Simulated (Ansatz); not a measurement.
# SnSe (Fm-3m) in Ansatz: further runs

Runs on SnSe. Level: HISS. Tasks: single point, equation of state.

All numbers are computed with Ansatz 0.2.0; they aren't measurements. Logs are shortened: lines on timing, memory, paths and dates and some standing lists are left out, and cuts for length are marked.

## (1) The crystal as given

The structure is cubic, space group Fm-3m (No. 225). The conventional cell has a = 6.020 Å, b = 6.020 Å, c = 6.020 Å, α = 90.00°, β = 90.00°, γ = 90.00°. Sn (site symmetry m-3m) has 6 Se at 3.01 Å as nearest neighbours. Se (site symmetry m-3m) is surrounded by 6 Sn at 3.01 Å.

Measurements of this composition are mostly on another form, of space group No. 62.

## (2) Single point, HISS, 25.63 Å³/atom (volume scaled by 0.94)

File input.yaml:

```yaml
crystal:
  lattice:
    - [0.0, 2.9485541872, 2.9485541872]
    - [2.9485541872, 0.0, 2.9485541872]
    - [2.9485541872, 2.9485541872, 0.0]
  atoms:
    - { symbol: Sn, position: [0.0, 0.0, 0.0] }
    - { symbol: Se, position: [0.5, 0.5, 0.5] }
hamiltonian:
  xc: hiss
  pseudopotentials: { kind: paw }
kpoints:
  mp_grid: { grid: [4, 4, 4] }
scf:
  occupations: { method: fermi_dirac, width: 0.05 }
  exx: { singularity: none }
output:
  forces: true
  stress: true
  eigenvalues: true
  write_density: true
  write_potential: true
  elf: true
  volumetric_format: npy
```

Potentials or basis: Ansatz PAW.

Run with:

```console
ansatz run input.yaml --threads 2 --pin off --max-ram 5632MiB --backend cpu --events-out ev --progress --plain --runs-dir out
```

Output:

```text
Warning: output.stress: scf.convergence.dr2_threshold = 1e-7 eV (the SCF's general default) is looser than the 2e-10 eV advised for a printed stress (1e-10 eV for each atom of the cell: 2). What an SCF threshold leaves in a stress goes as its square root, and in the free energy as the threshold itself, and one threshold admits the most on a small cell: of the crystals measured, under no hybrid functional and no lock of the moments, on runs that ended without the residual-converged pass, on stresses that held no estimate of that error, the worst erred by over 100 MPa in a component at 1e-7 eV an atom and by under 5 at 1e-10. Set scf.convergence.dr2_threshold to 2e-10 eV or tighter. The threshold is an SCF's pass mark: one that does not reach it within its budget of iterations ends unconverged, or closes short of it on a stop that the run arms, and scf.convergence.dr2_threshold's page says what that costs each kind of run
Warning: output.stress: scf.exx.energy_threshold = 1e-6 eV is looser than the 2e-8 eV advised for a stress under a hybrid functional (1e-8 eV for each atom of the cell: 2). Every SCF of the exchange loop can meet its threshold on dr2 while the loop round them stops early: no threshold on dr2 bounds what that leaves in the stress. Set scf.exx.energy_threshold to 2e-8 eV or tighter. The threshold is the loop's pass mark: a loop that does not reach it within its budget of cycles ends unconverged, and scf.exx.energy_threshold's page has the law
Warning: RAYON_NUM_THREADS=2 ignored (pool sized by the plan → 2); use --threads N
Engine: ansatz 0.2.0, aarch64-unknown-linux-gnu
Pseudopotentials: kind: paw
Pseudopotential: Sn, paw, valence charge 14, recommended cutoff 420 eV (normal), Sn.paw.azcp
Pseudopotential: Se, paw, valence charge 16, recommended cutoff 420 eV (normal), Se.paw.azcp
Functional definition: HISS
  parameter a = 0.6
  parameter omega_sr = 0.84/bohr
  parameter omega_lr = 0.20/bohr
  exchange = wpbe_x - a*(pbe_x_sr(omega_lr) - pbe_x_sr(omega_sr)) + a*(exact_x_sr(omega_lr) - exact_x_sr(omega_sr))
  correlation = pbe_c
Crystal: 2 atoms, lattice volume = 51.269 Å³
Basis set: ecut = 420 eV, 965 PW (Γ), exchange–correlation on 60×60×60 points (8 copies of the dense FFT grid, shifted against one another)
Bands: 19, of which v1, the nominal top of the filled ones, is band 15 counted from 1 (14 counted from 0)
Symmetry: 48 space group operations
Space group: Fm-3m (ITA 225), of the structure as read, at distance tolerance 3.7e-5 Å
k-points: 8 of 64
Non-local potential: Sn, projectors of the file, l = 0: 2, l = 1: 2, l = 2: 2, l = 3: 2
Non-local potential: Se, projectors of the file, l = 0: 2, l = 1: 2, l = 2: 3, l = 3: 1
PAW form: soft (Blöchl's): semilocal exchange-correlation on the pseudo side does not see the compensation charge
PAW frozen core: Sn, regenerated for the run's functional, and the local potential with it (the file was generated under x = pbe(κ = 0.804, μ = 0.2195149727645171), c = pbe(β = 0.06672455060314922))
PAW frozen core: Se, regenerated for the run's functional, and the local potential with it (the file was generated under x = pbe(κ = 0.804, μ = 0.2195149727645171), c = pbe(β = 0.06672455060314922))
PAW one-centre angular grid: Sn, 590 points (default); XC on 64 Gauss nodes
PAW one-centre angular grid: Se, 590 points (default); XC on 64 Gauss nodes
Initial density: superposition of atomic densities (neutral atoms: chi_scale 0, normalization atom), corrected by the library's trained network
Initial wavefunctions: pseudopotential atomic-orbital guess
Functional: x = wpbeh, c = pbe(β = 0.06672455060314922), warm-up for x = wpbeh + 0.6 (exact − pbe) at middle range (ω = 1.5873699446856468 to 0.37794522492515403 Å⁻¹), c = pbe(β = 0.06672455060314922)
SCF iter   1: F=—  HF=-11490.787471 eV  |F-HF|=—  |Δ(HF+E_count)|=         —  Δρ=2.77e-3  dr2=4.96e-3  ethr=1.77e-3  ⟨swp⟩=7.6  Hψ=588  notcnv=0
preconditioner: auto → none  [insulator: Δε(μ)=0.839 eV  Ē_g=17.718 eV  σ=0.050 eV  W_gap=1.00  n_scr=14 (ndim 8)  ℏωp=23.2 eV  f_vac=0.009  D(μ)=0.00/eV (n_scr^D=0)]
SCF iter   2: F=—  HF=-11490.787603 eV  |F-HF|=—  |Δ(HF+E_count)|=   1.32e-4  Δρ=1.37e-3  dr2=1.14e-3  ethr=1.65e-5  ⟨swp⟩=3.8  Hψ=355  notcnv=0
iter 3 solved again at ethr=1.61e-7 eV; its pass at ethr=3.79e-6 eV (dr2=4.84e-5 eV) is discarded
SCF iter   3: F=-11490.787549 eV  HF=-11490.787606 eV  |F-HF|=5.71e-5  |Δ(HF+E_count)|=   3.05e-6  Δρ=2.34e-4  dr2=4.06e-5  ethr=1.61e-7  ⟨swp⟩=4.0  Hψ=682  notcnv=0
eigensolver tolerance schedule: the retry pair's looser diagonalisation over-reported the residual by 0.19 of it (diagonalisation noise at 0.20 of the residual, at the tolerance the schedule requests for it); recorded, not acted on — ethr = c·dr2/N_el stays at c = 1.0e-1
SCF 1 stopped early in 3 iterations: F = -11490.787549 eV  dr2 = 4.06e-5
Initial density: handed on by an earlier stage of this run
Initial wavefunctions: those handed on with the density
Functional: x = wpbeh + 0.6 (exact − pbe) at middle range (ω = 1.5873699446856468 to 0.37794522492515403 Å⁻¹), c = pbe(β = 0.06672455060314922)
Exchange kernel: α = 0.0000 at short range, 0.6000 at middle range (ω = 1.5874, 0.3779 Å⁻¹), several ranges, finite q→0 limit: no correction, no radius, q-mesh 4×4×4, nearest image of the exchange supercell L = 16.68 Å, pair-density grid 18×18×18, without the augmentation charges, whose exchange is taken in its separable form by FFT convolution over the k-point mesh (sized by the pseudopotential files, 24×24×24 at the most), smooth part of the exact exchange by density-matrix convolution
Frozen-core exchange: fock
SCF iter   1: F=—  HF=-11495.116344 eV  |F-HF|=—  |Δ(HF+E_count)|=         —  Δρ=6.31e-3  dr2=2.17e-2  ethr=1.35e-6  ⟨swp⟩=6.0  Hψ=696  notcnv=0
preconditioner: auto → none  [insulator: Δε(μ)=0.748 eV  Ē_g=9.403 eV  σ=0.050 eV  W_gap=1.00  n_scr=14 (ndim 8)  ℏωp=14.7 eV  f_vac=0.004  D(μ)=0.00/eV (n_scr^D=0)]
SCF iter   2: F=—  HF=-11495.108298 eV  |F-HF|=—  |Δ(HF+E_count)|=   8.05e-3  Δρ=2.70e-3  dr2=4.44e-3  ethr=1.35e-6  ⟨swp⟩=4.4  Hψ=505  notcnv=0
SCF iter   3: F=—  HF=-11495.118872 eV  |F-HF|=—  |Δ(HF+E_count)|=   1.06e-2  Δρ=1.68e-3  dr2=1.85e-3  ethr=1.35e-6  ⟨swp⟩=4.0  Hψ=488  notcnv=0
SCF iter   4: F=—  HF=-11495.118225 eV  |F-HF|=—  |Δ(HF+E_count)|=   6.47e-4  Δρ=2.57e-4  dr2=1.20e-4  ethr=1.35e-6  ⟨swp⟩=3.4  Hψ=352  notcnv=0
SCF iter   5: F=—  HF=-11495.118521 eV  |F-HF|=—  |Δ(HF+E_count)|=   2.96e-4  Δρ=2.38e-4  dr2=5.96e-5  ethr=9.25e-8  ⟨swp⟩=4.0  Hψ=374  notcnv=0
SCF iter   6: F=-11495.118507 eV  HF=-11495.118510 eV  |F-HF|=2.84e-6  |Δ(HF+E_count)|=   1.13e-5  Δρ=8.06e-5  dr2=4.46e-6  ethr=9.25e-8  ⟨swp⟩=3.6  Hψ=323  notcnv=0
SCF 2 stopped early in 6 iterations: F = -11495.118507 eV  dr2 = 4.46e-6
hybrid outer 1: dexx = +1.284e-2 eV, tail = 1.53e-4 eV
Exchange kernel: α = 0.0000 at short range, 0.6000 at middle range (ω = 1.5874, 0.3779 Å⁻¹), several ranges, finite q→0 limit: no correction, no radius, q-mesh 4×4×4, nearest image of the exchange supercell L = 16.68 Å, pair-density grid 18×18×18, without the augmentation charges, whose exchange is taken in its separable form by FFT convolution over the k-point mesh (sized by the pseudopotential files, 24×24×24 at the most), smooth part of the exact exchange by density-matrix convolution
Frozen-core exchange: fock
SCF iter   1: F=—  HF=-11495.118059 eV  |F-HF|=—  |Δ(HF+E_count)|=         —  Δρ=9.62e-5  dr2=5.94e-6  ethr=2.55e-6  ⟨swp⟩=3.9  Hψ=346  notcnv=0
preconditioner: auto → none  [insulator: Δε(μ)=0.706 eV  Ē_g=9.400 eV  σ=0.050 eV  W_gap=1.00  n_scr=14 (ndim 8)  ℏωp=14.7 eV  f_vac=0.004  D(μ)=0.00/eV (n_scr^D=0)]
SCF iter   2: F=—  HF=-11495.118064 eV  |F-HF|=—  |Δ(HF+E_count)|=   4.88e-6  Δρ=6.04e-5  dr2=1.70e-6  ethr=1.53e-8  ⟨swp⟩=4.0  Hψ=430  notcnv=0
SCF iter   3: F=—  HF=-11495.118064 eV  |F-HF|=—  |Δ(HF+E_count)|=   3.58e-7  Δρ=1.53e-5  dr2=2.93e-7  ethr=5.57e-9  ⟨swp⟩=3.1  Hψ=316  notcnv=0
SCF iter   4: F=—  HF=-11495.118064 eV  |F-HF|=—  |Δ(HF+E_count)|=   9.49e-8  Δρ=6.35e-6  dr2=2.62e-8  ethr=7.83e-10  ⟨swp⟩=3.1  Hψ=353  notcnv=0  defer=1
SCF iter   5: F=-11495.118064 eV  HF=-11495.118064 eV  |F-HF|=3.42e-9  |Δ(HF+E_count)|=   5.99e-9  Δρ=3.22e-6  dr2=4.02e-9  ethr=8.31e-11  ⟨swp⟩=3.8  Hψ=371  notcnv=0  defer=2
SCF 3 converged in 5 iterations: F = -11495.118064 eV  dr2 = 4.02e-9
  Residual-converged pass: ⟨swp⟩=2.8  Hψ=389  notcnv=0  max |occ|·‖R‖ = 2.4e-6 eV (tolerance 2.4e-6 eV)  dr2=3.99e-9  dr2_onsite=2.89e-9  max |Δocc| = 6.2e-15
hybrid outer 2: dexx = +3.885e-6 eV, tail = 8.47e-8 eV, Δε = 4.89e-3 eV (about 1.77e-4 eV left of the loop's levels)
Exchange kernel: α = 0.0000 at short range, 0.6000 at middle range (ω = 1.5874, 0.3779 Å⁻¹), several ranges, finite q→0 limit: no correction, no radius, q-mesh 4×4×4, nearest image of the exchange supercell L = 16.68 Å, pair-density grid 18×18×18, without the augmentation charges, whose exchange is taken in its separable form by FFT convolution over the k-point mesh (sized by the pseudopotential files, 24×24×24 at the most), smooth part of the exact exchange by density-matrix convolution
Frozen-core exchange: fock
SCF iter   1: F=—  HF=-11495.118063 eV  |F-HF|=—  |Δ(HF+E_count)|=         —  Δρ=3.49e-6  dr2=2.91e-9  ethr=1.41e-9  ⟨swp⟩=5.5  Hψ=377  notcnv=0
SCF iter   2: F=-11495.118063 eV  HF=-11495.118063 eV  |F-HF|=1.44e-10  |Δ(HF+E_count)|=   2.29e-9  Δρ=1.65e-6  dr2=6.29e-10  ethr=8.85e-12  ⟨swp⟩=4.1  Hψ=426  notcnv=0  defer=1
SCF 4 converged in 2 iterations: F = -11495.118063 eV  dr2 = 6.29e-10
  Residual-converged pass: ⟨swp⟩=2.4  Hψ=259  notcnv=0  max |occ|·‖R‖ = 2.2e-6 eV (tolerance 2.4e-6 eV)  dr2=6.28e-10  dr2_onsite=2.42e-10  max |Δocc| = 1.1e-14
hybrid outer 3: dexx = +2.024e-9 eV, tail = 1.79e-9 eV, Δε = 1.46e-4 eV (about 3.19e-5 eV left of the loop's levels), ΔF = 3.42e-30 eV/Å (tail 1.70e-30)
hybrid SCF converged: 3 outer / 13 inner (+3 warm-up), last move |dexx| = 2.02e-9 eV, tail = 1.79e-9 eV
Stability not checked: this state was not tested for a lower state beside it, because the functional holds exact exchange (a hybrid, or Hartree-Fock), whose exchange loop this test does not read (fock_operator; see scf.lower_state_search)
Free energy (F): -11495.118063 eV
Frozen-core exchange: fock
Harris-Foulkes:  -11495.118063 eV  (|F-HF|=1.44e-10)
Internal energy: -11495.117977 eV  (E = F + TS)
E sigma→0 (E₀):  -11495.118020 eV
Entropy (-TS):   -0.000086 eV (-0.043 meV/atom)
Fermi energy:    10.408767 eV
--- Per-component energies (eV) ---
  E_band       = -545.940406
  E_kinetic    = 303.096248
  E_local      = -3218.861161  (includes V_loc(G=0)·N_el)
  E_nonlocal   = -631.957051
  E_hartree    = 1709.773920
  E_xc         = -387.351213
  E_vxc        = -149.471181  (∫ρ·V_xc dr)
  E_exx        = -102.854916  (= α·E_x^exact, valence–valence)
  E_paw        = -6043.361428  (= ΣΔE_a)
  E_vpaw       = -62.584638  (= ΣTr[D̂ρ^β])
  E_aug_tail   = -0.000621  (compensation charges beyond the density's cutoff)
  E_ewald      = -3126.203975
  E_core_change = 2.602220  (= ΣΔE_core)
  E_smearing   = -0.000086  (= −TS)
  E_closure    = -0.000000  (closes the sum)
  Σ components = -11495.118063   (vs F -11495.118063, Δ=1.82e-12)
--- Forces (eV/Å), atoms counted from 1 ---
  atom   1  Sn    -0.00000000    -0.00000000    -0.00000000
  atom   2  Se    -0.00000000     0.00000000    -0.00000000
  max |Σ_I F_I| component: 1.87e-29 eV/Å
--- Stress (GPa, compression-positive) ---
        1.348899       0.000000       0.000000
       -0.000000       1.348899      -0.000000
        0.000000      -0.000000       1.348899
  P = ⅓ Tr σ = 1.3489 GPa (13.489 kbar)
--- Band table (eV; the first three rows and the last of 8) ---
  k-point 0: bands = ["-42.3313", "-42.3313", "-42.3270", "-42.3270", "-42.3270", "-15.0823", "-15.0823", "-15.0647", "-15.0647", "-15.0647", "-7.3789", "4.4129", "6.7281", "6.7281", "6.7281", "15.2415", "15.2415", "15.2415", "16.3610"]
  k-point 1: bands = ["-42.3313", "-42.3313", "-42.3270", "-42.3270", "-42.3270", "-15.0889", "-15.0889", "-15.0635", "-15.0569", "-15.0569", "-6.8127", "1.7191", "6.8239", "6.8239", "8.7689", "12.5879", "12.8160", "12.8160", "16.7554"]
  k-point 2: bands = ["-42.3313", "-42.3313", "-42.3270", "-42.3270", "-42.3270", "-15.0966", "-15.0966", "-15.0625", "-15.0481", "-15.0481", "-6.0399", "-0.1910", "6.9949", "6.9949", "10.0556", "10.7620", "11.3796", "11.3796", "19.2204"]
  k-point 7: bands = ["-42.3313", "-42.3313", "-42.3270", "-42.3270", "-42.3269", "-15.1225", "-15.0842", "-15.0574", "-15.0574", "-15.0393", "-5.5756", "1.4463", "3.6369", "3.6369", "8.7012", "11.8104", "15.4443", "15.4443", "18.3660"]
```

Run time: 17 s. Hardware: 2 threads of Arm Neoverse V1, shared host; peak memory 0.93 GiB.

Results:

```yaml
Free_energy: -11495.1181 eV
Pressure: 1.3 GPa
Band_gap_on_the_k_mesh: 0.71 eV, direct
```

Caveat: the k mesh is coarse (spacing up to 0.46 Å⁻¹), so the values aren't converged, least of all with exact exchange; spin-orbit coupling is left out, which moves the levels of the heavy elements; the PAW data sets come from PBE, with cores solved anew for the run's functional, which leaves a small shift of forces and pressure; the thresholds are loose for stress.

## (3) Single point, HISS, 26.18 Å³/atom (volume scaled by 0.96)

Edit input.yaml of step 2 so:

```diff
@@ -2,5 +2,5 @@
   lattice:
-    - [0.0, 2.9485541872, 2.9485541872]
-    - [2.9485541872, 0.0, 2.9485541872]
-    - [2.9485541872, 2.9485541872, 0.0]
+    - [0.0, 2.9693193375, 2.9693193375]
+    - [2.9693193375, 0.0, 2.9693193375]
+    - [2.9693193375, 2.9693193375, 0.0]
   atoms:
```

Potentials or basis: Ansatz PAW.

Run with:

```console
ansatz run input.yaml --threads 2 --pin off --max-ram 5632MiB --backend cpu --events-out ev --progress --plain --runs-dir out
```

It took 17 s on 2 threads of Arm Neoverse V1, shared host; peak memory 0.94 GiB.

The run converged. Its results:

```yaml
Free_energy: -11495.1228 eV
Pressure: 0.1 GPa
Band_gap_on_the_k_mesh: 0.58 eV, direct
```

Caveat: the k mesh is coarse (spacing up to 0.46 Å⁻¹), so the values aren't converged, least of all with exact exchange; spin-orbit coupling is left out, which moves the levels of the heavy elements; the PAW data sets come from PBE, with cores solved anew for the run's functional, which leaves a small shift of forces and pressure; the thresholds are loose for stress.

## (4) Single point, HISS, 26.73 Å³/atom (volume scaled by 0.98)

Edit input.yaml of step 3 so:

```diff
@@ -2,5 +2,5 @@
   lattice:
-    - [0.0, 2.9693193375, 2.9693193375]
-    - [2.9693193375, 0.0, 2.9693193375]
-    - [2.9693193375, 2.9693193375, 0.0]
+    - [0.0, 2.989798049, 2.989798049]
+    - [2.989798049, 0.0, 2.989798049]
+    - [2.989798049, 2.989798049, 0.0]
   atoms:
```

Run with:

```console
ansatz run input.yaml --threads 2 --pin off --max-ram 5632MiB --backend cpu --events-out ev --progress --plain --runs-dir out
```

It took 17 s on 2 threads of Arm Neoverse V1, shared host; peak memory 0.94 GiB.

The run converged. Its results:

| Property | Result |
| --- | --- |
| Free energy | -11495.1194 eV |
| Pressure | -1.1 GPa |
| Band gap on the k mesh | 0.46 eV, direct |

Caveat: the k mesh is coarse (spacing up to 0.45 Å⁻¹), so the values aren't converged, least of all with exact exchange; spin-orbit coupling is left out, which moves the levels of the heavy elements; the PAW data sets come from PBE, with cores solved anew for the run's functional, which leaves a small shift of forces and pressure; the thresholds are loose for stress.

## (5) Single point, HISS, 27.27 Å³/atom

File input.yaml:

```yaml
crystal:
  lattice:
    - [0.0, 3.01, 3.01]
    - [3.01, 0.0, 3.01]
    - [3.01, 3.01, 0.0]
  atoms:
    - { symbol: Sn, position: [0.0, 0.0, 0.0] }
    - { symbol: Se, position: [0.5, 0.5, 0.5] }
hamiltonian:
  xc: hiss
  pseudopotentials: { kind: paw }
kpoints:
  mp_grid: { grid: [4, 4, 4] }
scf:
  occupations: { method: fermi_dirac, width: 0.05 }
  exx: { singularity: none }
output:
  forces: true
  stress: true
  eigenvalues: true
```

Run with:

```console
ansatz run input.yaml --threads 2 --pin off --max-ram 5632MiB --backend cpu --events-out ev --progress --plain --runs-dir out
```

It took 17 s on 2 threads of Arm Neoverse V1, shared host; peak memory 0.97 GiB.

Results (log left out):

| Quantity | Value |
| --- | --- |
| Free energy | -11495.1089 eV |
| Pressure | -2.0 GPa |
| Band gap on the k mesh | 0.35 eV, direct |

Caveat: the k mesh is coarse (spacing up to 0.45 Å⁻¹), so the values aren't converged, least of all with exact exchange; spin-orbit coupling is left out, which moves the levels of the heavy elements; the PAW data sets come from PBE, with cores solved anew for the run's functional, which leaves a small shift of forces and pressure; the thresholds are loose for stress.

## (6) Single point, HISS, 27.82 Å³/atom (volume scaled by 1.02)

Edit input.yaml of step 5 so:

```diff
@@ -2,5 +2,5 @@
   lattice:
-    - [0.0, 3.01, 3.01]
-    - [3.01, 0.0, 3.01]
-    - [3.01, 3.01, 0.0]
+    - [0.0, 3.0299343558, 3.0299343558]
+    - [3.0299343558, 0.0, 3.0299343558]
+    - [3.0299343558, 3.0299343558, 0.0]
   atoms:
```

Potentials or basis: Ansatz PAW.

Run with:

```console
ansatz run input.yaml --threads 2 --pin off --max-ram 5632MiB --backend cpu --events-out ev --progress --plain --runs-dir out
```

Run time: 17 s. Hardware: 2 threads of Arm Neoverse V1, shared host; peak memory 0.97 GiB.

Results (log left out):

| Quantity | Value |
| --- | --- |
| Free energy | -11495.0921 eV |
| Pressure | -2.9 GPa |
| Band gap on the k mesh | 0.24 eV, direct |

Caveat: the k mesh is coarse (spacing up to 0.45 Å⁻¹), so the values aren't converged, least of all with exact exchange; spin-orbit coupling is left out, which moves the levels of the heavy elements; the PAW data sets come from PBE, with cores solved anew for the run's functional, which leaves a small shift of forces and pressure; the thresholds are loose for stress.

## (7) Single point, HISS, 28.36 Å³/atom (volume scaled by 1.04)

Edit input.yaml of step 6 so:

```diff
@@ -2,5 +2,5 @@
   lattice:
-    - [0.0, 3.0299343558, 3.0299343558]
-    - [3.0299343558, 0.0, 3.0299343558]
-    - [3.0299343558, 3.0299343558, 0.0]
+    - [0.0, 3.0496098055, 3.0496098055]
+    - [3.0496098055, 0.0, 3.0496098055]
+    - [3.0496098055, 3.0496098055, 0.0]
   atoms:
```

Run with:

```console
ansatz run input.yaml --threads 2 --pin off --max-ram 5632MiB --backend cpu --events-out ev --progress --plain --runs-dir out
```

It took 17 s on 2 threads of Arm Neoverse V1, shared host; peak memory 0.98 GiB.

It converged, with:

```
Free energy : -11495.0704 eV
Pressure    : -3.4 GPa
```

Caveat: the k mesh is coarse (spacing up to 0.45 Å⁻¹), so the values aren't converged, least of all with exact exchange; the PAW data sets come from PBE, with cores solved anew for the run's functional, which leaves a small shift of forces and pressure; the thresholds are loose for stress.

## (8) Single point, HISS, 28.91 Å³/atom (volume scaled by 1.06)

Edit input.yaml of step 7 so:

```diff
@@ -2,5 +2,5 @@
   lattice:
-    - [0.0, 3.0496098055, 3.0496098055]
-    - [3.0496098055, 0.0, 3.0496098055]
-    - [3.0496098055, 3.0496098055, 0.0]
+    - [0.0, 3.0690345955, 3.0690345955]
+    - [3.0690345955, 0.0, 3.0690345955]
+    - [3.0690345955, 3.0690345955, 0.0]
   atoms:
```

Run with:

```console
ansatz run input.yaml --threads 2 --pin off --max-ram 5632MiB --backend cpu --events-out ev --progress --plain --runs-dir out
```

Run time: 18 s. Hardware: 2 threads of Arm Neoverse V1, shared host; peak memory 1.1 GiB.

It converged, with:

```yaml
Free_energy: -11495.0457 eV
Pressure: -3.8 GPa
```

Caveat: the k mesh is coarse (spacing up to 0.44 Å⁻¹), so the values aren't converged, least of all with exact exchange; the PAW data sets come from PBE, with cores solved anew for the run's functional, which leaves a small shift of forces and pressure; the thresholds are loose for stress.

## (9) Equation of state, HISS

Potentials or basis: Ansatz PAW.

No new run: the results of the series are fitted here.

Results:

* Equilibrium volume: 26.21 Å³/atom (rough: see the caveat)
* Bulk modulus: 61 GPa (rough)

Energy against volume, from the lowest point:
| volume (Å³/atom) | energy (meV/atom) |
| --- | --- |
| 25.635 | 2.39 |
| 26.180 | 0.00 |
| 26.725 | 1.70 |
| 27.271 | 6.98 |
| 27.816 | 15.38 |
| 28.362 | 26.21 |
| 28.907 | 38.55 |

Caveat: the k mesh is coarse (spacing up to 0.45 Å⁻¹), so the values aren't converged, least of all with exact exchange; the fit is doubtful: noisy points or a state that changes with volume; the PAW data sets were made with another functional, which shifts forces and pressure a little.
